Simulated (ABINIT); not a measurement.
# C (Fd-3m) in ABINIT: further runs

The runs below take C through single point, relaxation of the atoms, with PBE.

Program: ABINIT 10.8.3 (patched build). These are calculated values, not measurements. Logs are shortened: lines on timing, memory, paths and dates and some standing lists are left out, and cuts for length are marked. The log counts tension as positive stress, the text compression.

## Step 1: The undisturbed crystal

It takes space group Fd-3m (No. 227, cubic). The conventional cell has a = 3.567 Å, b = 3.567 Å, c = 3.567 Å, α = 90.00°, β = 90.00°, γ = 90.00°. Around C (site symmetry -43m) lie 4 C at 1.54 Å.

This isn't the form of C at room conditions, which is graphite.

## Step 2: Single point, PBE, 5.67 Å³/atom (biaxial strain of 0 %)

run.abi reads:

```
# Pseudopotentials
pp_dirpath "./"
pseudos "C.GGA_PBE-JTH.xml"

# Structure
acell 3*1.0
rprim
     0.0000000000     3.3700808789     3.3700808789
     3.3700808789     0.0000000000     3.3700808789
     3.3700808789     3.3700808789     0.0000000000
ntypat 1
znucl 6
natom 2
typat 1 1
xred
     0.7500000000     0.7500000000     0.7500000000
     0.5000000000     0.5000000000     0.5000000000

# Plane-wave basis
ecut 19.0
pawecutdg 38.0
pawxcdev 0

# k points
kptopt 1
ngkpt 10 10 10
nshiftk 1
shiftk 0.0 0.0 0.0

# Exchange and correlation
ixc 11

# Bands and occupations
nband 8
occopt 3
tsmear 0.00183747

# SCF cycle
nstep 100
tolvrs 1.0e-9

# Output
iomode 3
prtwf 0
prtden 0
prteig 0
prtebands 0
enunit 1
```

Potentials or basis: JTH PAW PBE v2.0.

The run is started by

```console
$ abinit run.abi > log 2>&1
```

run.abo:

```text
.Version 10.8.3 of ABINIT
 Symmetries : space group Fd -3 m (#227); Bravais cF (face-center cubic)
================================================================================
 Values of the parameters that define the memory need of the present run
     intxc =       0    ionmov =       0      iscf =      17    lmnmax =       8
     lnmax =       4     mgfft =      20  mpssoang =       2    mqgrid =    3001
     natom =       2  nloc_mem =       2    nspden =       1   nspinor =       1
    nsppol =       1      nsym =      48    n1xccc =       1    ntypat =       1
    occopt =       3   xclevel =       2
       mpw =         318          nfft =        8000          nkpt =          47
 PAW method is used; the additional fine FFT grid is defined by:
   mgfftf=        30    nfftf =     27000
================================================================================
================================================================================

--------------------------------------------------------------------------------
------------- Echo of variables that govern the present computation ------------
--------------------------------------------------------------------------------
 -outvars: echo values of preprocessed input variables --------
            acell      1.0000000000E+00  1.0000000000E+00  1.0000000000E+00 Bohr
              amu      1.20110000E+01
             ecut      1.90000000E+01 Hartree
           enunit           1
              ixc          11
         kptrlatt       10    0    0      0   10    0      0    0   10
          kptrlen      4.76601409E+01
            natom           2
            nband           8
            ngfft          20      20      20
          ngfftdg          30      30      30
             nkpt          47
            nstep         100
             nsym          48
           ntypat           1
           occopt           3
        pawecutdg      3.80000000E+01 Hartree
         pawxcdev           0
           prtden           0
        prtebands           0
           prteig           0
            prtwf           0
            rprim      0.0000000000E+00  3.3700808789E+00  3.3700808789E+00
                       3.3700808789E+00  0.0000000000E+00  3.3700808789E+00
                       3.3700808789E+00  3.3700808789E+00  0.0000000000E+00
          spgroup         227
           tolvrs      1.00000000E-09
           tsmear      1.83747000E-03 Hartree
            typat      1  1
           useylm           1
           xangst      2.6750549982E+00  2.6750549982E+00  2.6750549982E+00
                       1.7833699988E+00  1.7833699988E+00  1.7833699988E+00
            xcart      5.0551213184E+00  5.0551213184E+00  5.0551213184E+00
                       3.3700808789E+00  3.3700808789E+00  3.3700808789E+00
             xred      7.5000000000E-01  7.5000000000E-01  7.5000000000E-01
                       5.0000000000E-01  5.0000000000E-01  5.0000000000E-01
            znucl        6.00000

================================================================================

 chkinp: Checking input parameters for consistency.

================================================================================
== DATASET  1 ==================================================================

--- !DatasetInfo
iteration_state: {dtset: 1, }
dimensions: {natom: 2, nkpt: 47, mband: 8, nsppol: 1, nspinor: 1, nspden: 1, mpw: 318, }
cutoff_energies: {ecut:  19.0, pawecutdg:  38.0, }
electrons: {nelect:   8.00000000E+00, charge:   0.00000000E+00, occopt:   3.00000000E+00, tsmear:   1.83747000E-03, }
meta: {optdriver: 0, ionmov: 0, optcell: 0, iscf: 17, paral_kgb: 0, }
...

 Exchange-correlation functional for the present dataset will be:
  GGA: Perdew-Burke-Ernzerhof functional - ixc=11
  J.P.Perdew, K.Burke, M.Ernzerhof, PRL 77, 3865 (1996)

 Real(R)+Recip(G) space primitive vectors, cartesian coordinates (Bohr,Bohr^-1):
 R(1)=  0.0000000  3.3700809  3.3700809  G(1)= -0.1483644  0.1483644  0.1483644
 R(2)=  3.3700809  0.0000000  3.3700809  G(2)=  0.1483644 -0.1483644  0.1483644
 R(3)=  3.3700809  3.3700809  0.0000000  G(3)=  0.1483644  0.1483644 -0.1483644
 Unit cell volume ucvol=  7.6551017E+01 bohr^3
 Angles (23,13,12)=  6.00000000E+01  6.00000000E+01  6.00000000E+01 degrees

 Coarse grid specifications (used for wave-functions):

 getcut: wavevector=  0.0000  0.0000  0.0000  ngfft=  20  20  20
         ecut(hartree)=     19.000   => boxcut(ratio)=   2.13862

 Fine grid specifications (used for densities):

 getcut: wavevector=  0.0000  0.0000  0.0000  ngfft=  30  30  30
         ecut(hartree)=     38.000   => boxcut(ratio)=   2.27086

 getcut : COMMENT -
  Note that boxcut > 2.2 ; recall that boxcut=Gcut(box)/Gcut(sphere) = 2
  is sufficient for exact treatment of convolution.
  Such a large boxcut is a waste : you could raise ecut
  e.g. ecut=   48.989798 Hartrees makes boxcut=2

--- Pseudopotential description ------------------------------------------------
- pspini: atom type   1  psp file is ./C.GGA_PBE-JTH.xml
 Pseudopotential format is: paw10
 basis_size (lnmax)=  4 (lmn_size=  8), orbitals=   0   0   1   1
 Spheres core radius: rc_sph= 1.50736703
 Shapefunction is SIN type: shapef(r)=[sin(pi*r/rshp)/(pi*r/rshp)]**2
 Radius for shape functions =  1.30052589
 Compensation charge density is not taken into account in XC energy/potential

   6.99883411E+01                                ecore*ucvol(ha*bohr**3)
--------------------------------------------------------------------------------

[... 7 lines left out ...]

     iter   Etot(hartree)      deltaE(h)  residm     nres2
 ETOT  1  -11.475672992771    -1.148E+01 2.504E-01 1.086E+01
 ETOT  2  -11.486664731745    -1.099E-02 1.013E-04 1.304E+00
 ETOT  3  -11.484669458013     1.995E-03 3.205E-05 2.149E-02
 ETOT  4  -11.484761284539    -9.183E-05 1.709E-06 3.485E-03
 ETOT  5  -11.484756232400     5.052E-06 1.122E-07 1.908E-04
 ETOT  6  -11.484756007491     2.249E-07 2.786E-08 3.565E-07
 ETOT  7  -11.484756008578    -1.086E-09 5.085E-11 1.423E-08
 ETOT  8  -11.484756008560     1.759E-11 1.150E-11 3.210E-09
 ETOT  9  -11.484756008564    -4.185E-12 2.258E-13 5.543E-12

 At SCF step    9       nres2   =  5.54E-12 < tolvrs=  1.00E-09 =>converged.

 Cartesian components of stress tensor (hartree/bohr^3)
  sigma(1 1)= -3.73213027E-05  sigma(3 2)=  0.00000000E+00
  sigma(2 2)= -3.73213027E-05  sigma(3 1)=  0.00000000E+00
  sigma(3 3)= -3.73213027E-05  sigma(2 1)=  0.00000000E+00

--- !ResultsGS
iteration_state: {dtset: 1, }
comment   : Summary of ground state results
lattice_vectors:
- [  0.0000000,   3.3700809,   3.3700809, ]
- [  3.3700809,   0.0000000,   3.3700809, ]
- [  3.3700809,   3.3700809,   0.0000000, ]
lattice_lengths: [   4.76601,    4.76601,    4.76601, ]
lattice_angles: [ 60.000,  60.000,  60.000, ] # degrees, (23, 13, 12)
lattice_volume:   7.6551017E+01
convergence: {deltae: -4.185E-12, res2:  5.543E-12, residm:  2.258E-13, diffor: null, }
etotal    :  -1.14847560E+01
entropy   :   0.00000000E+00
fermie    :   4.80344568E-01
cartesian_stress_tensor: # hartree/bohr^3
- [ -3.73213027E-05,   0.00000000E+00,   0.00000000E+00, ]
- [  0.00000000E+00,  -3.73213027E-05,   0.00000000E+00, ]
- [  0.00000000E+00,   0.00000000E+00,  -3.73213027E-05, ]
pressure_GPa:   1.0980E+00
xred      :
- [  7.5000E-01,   7.5000E-01,   7.5000E-01,  C]
- [  5.0000E-01,   5.0000E-01,   5.0000E-01,  C]
cartesian_forces: # hartree/bohr
- [  5.99239006E-29,  -2.59670236E-28,   4.19467304E-28, ]
- [ -5.99239006E-29,   2.59670236E-28,  -4.19467304E-28, ]
force_length_stats: {min:   4.96963102E-28, max:   4.96963102E-28, mean:   4.96963102E-28, }
...

 Integrated electronic density in atomic spheres:
 ------------------------------------------------
 Atom  Sphere_radius  Integrated_density
    1        1.50737          2.65494979
    2        1.50737          2.67565634

================================================================================

 ----iterations are completed or convergence reached----

 Mean square residual over all n,k,spin=   35.914E-15; max=  22.575E-14
 reduced coordinates (array xred) for    2 atoms
       0.750000000000      0.750000000000      0.750000000000
       0.500000000000      0.500000000000      0.500000000000
 rms dE/dt=  1.6562E-27; max dE/dt=  2.6926E-27; dE/dt below (all hartree)
    1      -0.000000000000     -0.000000000000      0.000000000000
    2      -0.000000000000      0.000000000000     -0.000000000000

 cartesian coordinates (angstrom) at end:
    1      2.67505499820596     2.67505499820596     2.67505499820596
    2      1.78336999880397     1.78336999880397     1.78336999880397

 cartesian forces (hartree/bohr) at end:
    1      0.00000000000000    -0.00000000000000     0.00000000000000
    2     -0.00000000000000     0.00000000000000    -0.00000000000000
 frms,max,avg= 2.8692178E-28 4.1946730E-28   0.000E+00  0.000E+00  0.000E+00 h/b

 cartesian forces (eV/Angstrom) at end:
    1      0.00000000000000    -0.00000000000000     0.00000000000000
    2     -0.00000000000000     0.00000000000000    -0.00000000000000
 frms,max,avg= 1.4754111E-26 2.1569876E-26   0.000E+00  0.000E+00  0.000E+00 e/A
 length scales=  1.000000000000  1.000000000000  1.000000000000 bohr
              =  0.529177210544  0.529177210544  0.529177210544 angstroms
 Fermi (or HOMO) energy (eV) =  13.07084   Average Vxc (eV)= -13.34130
 Eigenvalues (   eV  ) for nkpt=  47  k points:
 kpt#   1, nband=  8, wtk=  0.00100, kpt=  0.0000  0.0000  0.0000 (reduced coord)
 -11.23906   10.23621   10.23621   10.23621   15.82811   15.82811   15.82811   23.54597
 prteigrs : prtvol=0 or 1, do not print more k-points.

--- !EnergyTerms
iteration_state     : {dtset: 1, }
comment             : Components of total free energy in Hartree
kinetic             :  6.92313321626554E+00
hartree             :  9.70369707726711E-01
xc                  : -4.34338957079652E+00
Ewald energy        : -1.27873442512753E+01
psp_core            :  9.14270555280812E-01
local_psp           : -4.68478831520080E+00
PAW spherical_terms :  1.52299001926823E+00
internal            : -1.14847586387313E+01
'-kT*entropy'       : -1.38691953406059E-15
total_energy        : -1.14847586387313E+01
total_energy_eV     : -3.12516203260385E+02
...

--- !EnergyTermsDC
iteration_state     : {dtset: 1, }
comment             : '"Double-counting" decomposition of free energy'
band_energy         :  3.71485291820927E-01
Ewald energy        : -1.27873442512753E+01
psp_core            :  9.14270555280812E-01
xc_dc               : -8.03386953920407E-01
PAW spherical_terms :  8.20219349529578E-01
internal            : -1.14847560085644E+01
'-kT*entropy'       : -1.38691953406059E-15
total_energy_dc     : -1.14847560085644E+01
total_energy_dc_eV  : -3.12516131689896E+02
...

--- !EnergyTermsWithPAWCore
iteration_state     : {dtset: 1, }
comment             : 'Components of total free energy, including PAW core contributions'
Total energy        : -7.61985929492921E+01
Total energy DC     : -7.61985903191252E+01
Total energy (eV)   : -2.07346934414347E+03
Total energy DC (eV): -2.07346927257298E+03
...

 Cartesian components of stress tensor (hartree/bohr^3)
  sigma(1 1)= -3.73213027E-05  sigma(3 2)=  0.00000000E+00
  sigma(2 2)= -3.73213027E-05  sigma(3 1)=  0.00000000E+00
  sigma(3 3)= -3.73213027E-05  sigma(2 1)=  0.00000000E+00

-Cartesian components of stress tensor (GPa)         [Pressure=  1.0980E+00 GPa]
- sigma(1 1)= -1.09803063E+00  sigma(3 2)=  0.00000000E+00
- sigma(2 2)= -1.09803063E+00  sigma(3 1)=  0.00000000E+00
- sigma(3 3)= -1.09803063E+00  sigma(2 1)=  0.00000000E+00

== END DATASET(S) ==============================================================
================================================================================

 -outvars: echo values of variables after computation  --------
            acell      1.0000000000E+00  1.0000000000E+00  1.0000000000E+00 Bohr
           etotal     -1.1484756009E+01
            fcart      5.9923900640E-29 -2.5967023611E-28  4.1946730448E-28
                      -5.9923900640E-29  2.5967023611E-28 -4.1946730448E-28
            rprim      0.0000000000E+00  3.3700808789E+00  3.3700808789E+00
                       3.3700808789E+00  0.0000000000E+00  3.3700808789E+00
                       3.3700808789E+00  3.3700808789E+00  0.0000000000E+00
           strten     -3.7321302674E-05 -3.7321302674E-05 -3.7321302674E-05
                       0.0000000000E+00  0.0000000000E+00  0.0000000000E+00
           xangst      2.6750549982E+00  2.6750549982E+00  2.6750549982E+00
                       1.7833699988E+00  1.7833699988E+00  1.7833699988E+00
             xred      7.5000000000E-01  7.5000000000E-01  7.5000000000E-01
                       5.0000000000E-01  5.0000000000E-01  5.0000000000E-01
 Calculation completed.
```

It took 4.5 s on 1 thread of Arm Neoverse V1, shared host; peak memory 0.07 GiB.

Results:

```
Free energy            : -312.5161 eV
Pressure               : 1.1 GPa
Band gap on the k mesh : 4.17 eV, indirect (least direct gap 5.59 eV)
```

Caveat: the atomic spheres overlap.

## Step 3: Relaxation of the atoms, PBE, 5.23 Å³/atom (biaxial strain of -4 %)

run.abi, as its differences from that of step 2:

```diff
@@ -7,5 +7,5 @@
 rprim
-     0.0000000000     3.3700808789     3.3700808789
-     3.3700808789     0.0000000000     3.3700808789
-     3.3700808789     3.3700808789     0.0000000000
+     0.0000000000     3.2352776437     3.3700808789
+     3.2352776437     0.0000000000     3.3700808789
+     3.2352776437     3.2352776437     0.0000000000
 ntypat 1
@@ -17,2 +17,5 @@
      0.5000000000     0.5000000000     0.5000000000
+chkprim 0
+chksymtnons 0
+tolsym 1.0e-6
 
@@ -22,2 +25,3 @@
 pawxcdev 0
+pawovlp -1
 
@@ -48 +52,6 @@
 enunit 1
+
+# Relaxation
+ionmov 22
+ntime 60
+tolmxf 0.0005
```

Potentials or basis: JTH PAW PBE v2.0.

The run is started by

```console
$ abinit run.abi > log 2>&1
```

Wall time 6.9 s (1 thread of Arm Neoverse V1, shared host); peak memory 0.07 GiB.

The run converged. Its results:

* Free energy: -312.3593 eV
* Pressure after relaxing: 42.7 GPa
* Band gap on the k mesh: 3.78 eV, indirect (least direct gap 5.43 eV)

Caveat: the relaxation stopped at its first step, so nothing moved; the atomic spheres overlap.
